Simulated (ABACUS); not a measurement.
Al2Au in ABACUS: the effect of basis

The system is Al2Au.

```
Au Al
1.0
     0.00000    3.00000    3.00000
     3.00000    0.00000    3.00000
     3.00000    3.00000    0.00000
Au Al
1 2
Direct
  0.00000 0.00000 0.00000
  0.75000 0.75000 0.75000
  0.25000 0.25000 0.25000
```

Alike in all runs:

```yaml
Program: ABACUS 3.10.1
Task: single point
Functional: PBE
Potentials_or_basis: PseudoDojo NC SR 0.4.1 PBE standard
k_mesh: 6 × 6 × 6
Occupations: fermi-dirac, width 0.05 eV
Spin: no spin polarisation
```

```csv
basis,cutoff,pressure (GPa)
DZP,1361 eV,?
TZDP,1361 eV,3.5
pw,1034 eV,3.3
```

Question: What does the run with basis DZP give?

Answer: Pressure 4.3 GPa.

Caveats: the atomic orbitals were generated for these runs and aren't a published set (some runs); the basis of atomic orbitals isn't converged, which shifts pressures, moduli and gaps (some runs).
